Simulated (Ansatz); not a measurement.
# BaO: pressure against volume scale

All results are calculated (Ansatz 0.2.0). Periodic Kohn-Sham DFT of a crystal at fixed atoms, scaled to volume_scale times the given cell; pressure positive in compression, energy less spherical unpolarised free atoms, largest_vzz the field gradient of largest size among the nuclei.

The cell before it is scaled or strained (space group Fm-3m, No. 225):
```
CELL_PARAMETERS angstrom
0.00000 2.75000 2.75000
2.75000 0.00000 2.75000
2.75000 2.75000 0.00000
ATOMIC_POSITIONS crystal
Ba 0.00000 0.00000 0.00000
O 0.50000 0.50000 0.50000
```

Settings of every row: method frozen-core PAW; functional LDA; relativity scalar; k mesh 9x9x9; filling fermi-dirac; smearing width 0.02 eV; wave cutoff 420 eV; paw set soft_2.

Atom start moment: 0 on all atoms.

Limits: PAW files made with PBE; no spin-orbit coupling on heavy atoms.

| row | volume scale | V (Å³/atom) | pressure (GPa) |
| --- | --- | --- | --- |
| 1 | 0.94 | 19.549 | 2.33 |
| 2 | 0.96 | 19.965 | 0.394 |
| 3 | 0.98 | 20.381 | -1.331 |
| 4 | 0.99 | 20.589 | -2.121 |
| 5 | 1 | 20.797 | -2.867 |
| 6 | 1.01 | 21.005 | -3.571 |
| 7 | 1.02 | 21.213 | ? |
| 8 | 1.04 | 21.629 | -5.452 |
| 9 | 1.06 | 22.045 | -6.535 |

Question: what pressure should row 7 give?

Worked fit of pressure. Take u = (V_r/V)^(2/3) − 1 with V_r = 20.693 Å³ an atom, which is twice the finite (Eulerian) strain; such expansions in the strain, on which the Birch-Murnaghan equation of state is built, carry the rest volume and the bulk modulus. The shown rows have u = 0.03864, 0.02416, 0.01018, 0.00336, -0.00334, -0.00993, -0.02906, -0.04132. Least squares give pressure = −2.4992 + 111.297 × u + 342.34 × u² + 305 × u³ GPa; a parabola predicts inner rows, each left out in turn, worse (root mean square 0.0046 against 0.00045 GPa). The rows lie off it by 0.000, 0.000, -0.001, 0.000, 0.000, 0.000, 0.000, 0.000. The pressure vanishes at u = 0.0211, or V = 20.06 Å³ an atom, and there the bulk modulus at fixed shape and fractions is B = −V dP/dV = (2/3)(1 + u) dP/du = 85.9 GPa. The withheld row has u = -0.01641, so the fit gives −2.4992 + 111.297 × (-0.01641) + 342.34 × (-0.01641)² + 305 × (-0.01641)³ = -4.235 GPa.

The calculation gave -4.235 GPa. The fit meets it to the printed digit.
